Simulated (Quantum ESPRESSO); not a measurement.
## Mo: band structure with PBEsol

The system is Mo.

```
Mo
1.0
    -1.58381    1.58381    1.58381
     1.58381   -1.58381    1.58381
     1.58381    1.58381   -1.58381
Mo
1
Cartesian
  0.0000 0.0000 0.0000
```

| Quantity | Value |
| --- | --- |
| Program | Quantum ESPRESSO 7.5 |
| Task | band structure |
| Functional | PBEsol |
| Potentials or basis | PseudoDojo 0.4 FR PBEsol standard |
| Cutoff | 1088 eV |
| Density cutoff | 4354 eV |
| k mesh | 12 × 12 × 12 |
| Occupations | fermi-dirac, width 0.05 eV |
| Spin | spin-orbit coupling, no magnetisation |
| Mixing beta | 0.5 |
| Most SCF iterations | 120 |
| SCF threshold | 2e-10 Ry |

```json
{"Pressure": "-8.9 GPa", "Band gap on the k mesh": "none (metal or under the smearing width)"}
```

Levels at the corners of the path, in eV from the Fermi level:
| point | band 10 | band 11 | band 12 | band 13 | band 14 | band 15 | band 16 | band 17 | band 18 | band 19 |
| --- | --- | --- | --- | --- | --- | --- | --- | --- | --- | --- |
| Γ | -7.17 | -1.33 | -1.33 | -1.33 | -1.33 | -1.19 | -1.19 | 1.67 | 1.67 | 1.67 |
| H | -5.30 | -5.30 | -5.30 | 3.90 | 3.90 | 3.90 | 3.90 | 4.11 | 4.11 | 8.48 |
| N | -5.20 | -3.28 | -3.28 | 1.58 | 1.58 | 1.69 | 1.69 | 2.31 | 2.31 | 4.72 |
| Γ | -7.17 | -1.33 | -1.33 | -1.33 | -1.33 | -1.19 | -1.19 | 1.67 | 1.67 | 1.67 |
| P | -2.64 | -2.50 | -2.50 | -2.50 | -2.50 | 2.43 | 2.43 | 2.43 | 2.43 | 9.42 |
| H | -5.30 | -5.30 | -5.30 | 3.90 | 3.90 | 3.90 | 3.90 | 4.11 | 4.11 | 8.48 |
| P | -2.64 | -2.50 | -2.50 | -2.50 | -2.50 | 2.43 | 2.43 | 2.43 | 2.43 | 9.42 |
| N | -5.20 | -3.28 | -3.28 | 1.58 | 1.58 | 1.69 | 1.69 | 2.31 | 2.31 | 4.72 |

It took 47 s on 2 MPI ranks on Arm Neoverse V2 (shared host), peak memory 0.2 GiB a rank.
